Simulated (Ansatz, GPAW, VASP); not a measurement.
**W: programs and potentials compared**

```
W
1.0
    -1.58234    1.58234    1.58234
     1.58234   -1.58234    1.58234
     1.58234    1.58234   -1.58234
W
1
Cartesian
  0.0000 0.0000 0.0000
```

Alike in all runs: task band structure; functional RPBE; k mesh 12 × 12 × 12; occupations fermi-dirac, width 0.05 eV; no spin polarisation; no spin-orbit coupling. Pressure is positive in compression and, in plane waves, holds the error of the finite cutoff, which Ansatz's Pulay term estimates and takes out.

| program and potentials | plane-wave cutoff (eV) | notes | pressure (GPa) |
| --- | --- | --- | --- |
| Ansatz, Ansatz PAW | 420 | potentials made for PBE, which Ansatz adapts in part; Pulay term of +0.09 GPa included | 9.69 |
| GPAW, the program's PAW data sets (release 1.2.1) made for this functional | 600 | - | 9.87 |
| Ansatz, all-electron LAPW, scalar-relativistic | - | - | 9.77 |
| VASP, PBE PAW files W_sv, 520 eV | 520 | potentials made for PBE | 10.27 |

The pressure spans 9.69 (Ansatz, Ansatz PAW) to 10.27 GPa (VASP, PBE PAW files W_sv, 520 eV), with all-electron results at 9.77. Some sets were made for another functional than the one run, which can shift their rows.

The functional is the same throughout but for its coding, so the spread measures potentials, basis and numerics; runs on potential files found faulty are left out.

All four runs put tungsten under clear compression, so this cell, which is close to the experimental one, is smaller than the cell RPBE would choose. That is the expected behaviour of the functional: its exchange energy rewards density gradients more strongly than that of PBE, which favours less overlapped atoms, weakens bonding and expands the lattice. Tungsten turns a modest mismatch in volume into a large pressure because its roughly half-filled d band fills mainly bonding states, making the metal very stiff.

The two lower plane-wave results lie on either side of the all-electron value and close to it, while VASP stands apart at 10.27 GPa. An incomplete plane-wave basis usually lowers the pressure, so the cutoff is unlikely to explain that excess. The differences between programs are small beside the compression they share, which therefore belongs to the functional at this volume and not to any one potential. Pressures at a single volume do not, however, establish how well the programs agree on the bulk modulus.
